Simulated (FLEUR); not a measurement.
# Moving the Hubbard U on Fe d in Fe

Space group P6_3/mmc (No. 194). a = 2.434 Å, b = 2.434 Å, c = 3.842 Å, α = 90.00°, β = 90.00°, γ = 120.00°
| atom | site | symmetry | x | y | z |
| --- | --- | --- | --- | --- | --- |
| Fe | 2c | -6m2 | 0.6667 | 0.3333 | 0.7500 |

This isn't the form of Fe at room conditions, which is bcc.

Kept alike: task single point; functional PBEsol; k mesh 10 × 10 × 6; occupations fermi-dirac, width 0.05 eV; collinear spin, ferromagnetic start. Program: FLEUR, all-electron, FLAPW. The mesh is that of the run's cell of 2 atoms. No spin-orbit coupling.

| run | largest site moment (μB) |
| --- | --- |
| A | 2.83 |
| B | 3.15 |
| C | 3.05 |
| D | 2.73 |
| E | 2.90 |
| F | 2.68 |

For a metal such a mesh leaves the last digits unconverged. How U acts hangs on the program's projectors. The runs hold the magnetic state that their start led to, which needn't be the lowest. Site moments count inside each atom's sphere or projector.

Task: The runs differ in the Hubbard U on Fe d alone: 2; 3; 4; 5; 6; 8 eV. Which run is which?

Result: Run A is 4 eV; run B is 8 eV; run C is 6 eV; run D is 3 eV; run E is 5 eV; run F is 2 eV. The largest site moment rises from 2.68 to 3.15 μB between 2 and 8 eV. U favours whole occupations of the shell, which as a rule raises the local moment.
